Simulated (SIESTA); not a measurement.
Cu:

```
Cu
1.0
    -1.44279    1.44279    1.37608
     1.44279   -1.44279    1.37608
     1.44279    1.44279   -1.37608
Cu
1
Direct
  0.00000 0.00000 0.00000
```

This isn't the form of Cu at room conditions, which is fcc.

Base run:

```yaml
Program: SIESTA 5.4.2
Functional: PBE
Potentials_or_basis: PseudoDojo 0.4 standard (PBE files)
Basis: DZP (energy shift 0.003 Ry; two zetas on semicore shells)
Grid_cutoff: 800 Ry
Energy_shift: 0.003 Ry
k_mesh: 13 × 13 × 13
Occupations: fermi-dirac, width 0.05 eV
Spin: no spin polarisation
```

Its results: band gap on the k mesh none (metal or under the smearing width); pressure 6.8 GPa.

Q: The run is repeated on the same cell with these changes: functional from PBE to PBEsol; potentials or basis from PseudoDojo 0.4 standard (PBE files) to PseudoDojo 0.4 standard (PBEsol files). What comes out?

A: Band gap on the k mesh none (metal or under the smearing width); pressure -2.1 GPa.

Caveats: short orbitals over semicore shells can move pressures by several GPa; the basis of atomic orbitals isn't converged, which shifts pressures, moduli and gaps.
